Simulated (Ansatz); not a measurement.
## Guessed and relaxed cells of TiC

The guess for TiC was made by a generator: 6-connected net, two elements alternating (P-6m2, No. 187). The dimensions are guesses.

start:

Space group P-6m2 (No. 187). a = 3.213 Å, b = 3.213 Å, c = 3.128 Å, α = 90.00°, β = 90.00°, γ = 120.00°
| atom | site | symmetry | x | y | z |
| --- | --- | --- | --- | --- | --- |
| Ti | 1b | -6m2 | 0.0000 | 0.0000 | 0.5000 |
| C | 1c | -6m2 | 0.3333 | 0.6667 | 0.0000 |

Theory: Ansatz, DFT PBE, scalar-relativistic, plane waves, PAW. Cutoff 420 eV, Gaussian smearing, Γ-centred meshes. Cell and atoms relax first on a coarse mesh and then on a finer one. In between, the cell is made exact in the group found at 0.06 Å. In metals the finer mesh still leaves noise of several meV/atom or more. The steps can't lower the symmetry of their start. No spin polarisation.

end:

Space group P-6m2 (No. 187). a = 3.042 Å, b = 3.042 Å, c = 2.698 Å, α = 90.00°, β = 90.00°, γ = 120.00°
```csv
atom,site,symmetry,x,y,z
Ti,1b,-6m2,0.0000,0.0000,0.5000
C,1c,-6m2,0.3333,0.6667,0.0000
```

The symmetry stays P-6m2 (No. 187). The end has the tungsten carbide type. The volume per atom shrinks by 22.7 %, from 14.0 to 10.8 Å³. The shortest distance goes from 2.43 Å (Ti–C) to 2.21 Å (Ti–C). The energy falls by about 0.51 eV/atom (the start's value is from the coarse mesh).

- Volume per atom: 10.81 Å³
- Density: 4.60 g/cm³
- Energy over the elements: −0.15 eV/atom
- Gap on the 24×24×20 mesh of the 2-atom cell: 0 eV (the bands overlap slightly)

Energies over the elements count from the elements' standard structures at the same level, with no fitted energy shifts.

The last run used Gaussian smearing of 0.10 eV. The zero gap may come from the functional, which often closes small gaps, or the cell may be a true semimetal. The reference form of C is held partly by dispersion forces, which this level lacks. A structure relaxed within its symmetry needn't be a true minimum. In all, the 4 runs took 97 s on 1 thread of Arm Neoverse V1 (shared host). Another cell of TiC relaxed alike, in Fm-3m, lies 0.68 eV/atom lower, so this cell isn't the stable form at this level.
